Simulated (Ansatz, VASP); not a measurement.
## HfO2 in VASP and in Ansatz

```
Hf O
1.0
     5.08365    0.00000    0.00000
     0.00000    5.15090    0.00000
    -0.85290    0.00000    5.17887
Hf O
4 8
Direct
  0.27670 0.04188 0.20813
  0.72330 0.54188 0.29187
  0.72330 0.95812 0.79187
  0.27670 0.45812 0.70813
  0.44655 0.75838 0.48027
  0.55345 0.25838 0.01973
  0.55345 0.24162 0.51973
  0.44655 0.74162 0.98027
  0.07264 0.33925 0.33895
  0.92736 0.83925 0.16105
  0.92736 0.66075 0.66105
  0.07264 0.16075 0.83895
```

Change from the starting cell: volume scaled by 0.98.

Alike in both runs: task electric field gradients; functional PBE; k mesh 4 × 4 × 4; occupations fermi-dirac, width 0.02 eV; no spin polarisation.

|  | VASP | Ansatz |
| --- | --- | --- |
| version | VASP 6.6.1 | Ansatz 0.2.0 |
| potentials or method | VASP PAW PBE potentials, release 64 (Hf_pv, O) | plane-wave PAW, scalar-relativistic |
| plane-wave cutoff (eV) | 520 | 420 |
| valence electrons in the cell | 88 | 152 |

VASP gave:

- gap on the k mesh at the Fermi level (eV): 4.09
- pressure (GPa): 6.9
- largest component of the traceless stress (GPa): 0.71
- rms of the force components (eV/Å): 0.028
- Vzz of the field gradient on the site that differs most (V/Å²): 109.1

What did Ansatz give for the same quantities?

gap on the k mesh at the Fermi level (eV): 4.13; pressure (GPa): 10.3; largest component of the traceless stress (GPa): 0.73; rms of the force components (eV/Å): 0.057; Vzz of the field gradient on the site that differs most (V/Å²): 124.4.

Atom by atom the forces differ by 0.035 eV/Å (rms over components). With one functional, cell and mesh, what is left measures potentials, basis and numerics. The two sets of potentials don't hold the same shells in valence. Ansatz warned: «gradients_without_spin_orbit».

Caveats: spin-orbit coupling is left out, which moves the levels of the heavy elements. A k mesh can miss the band edges.
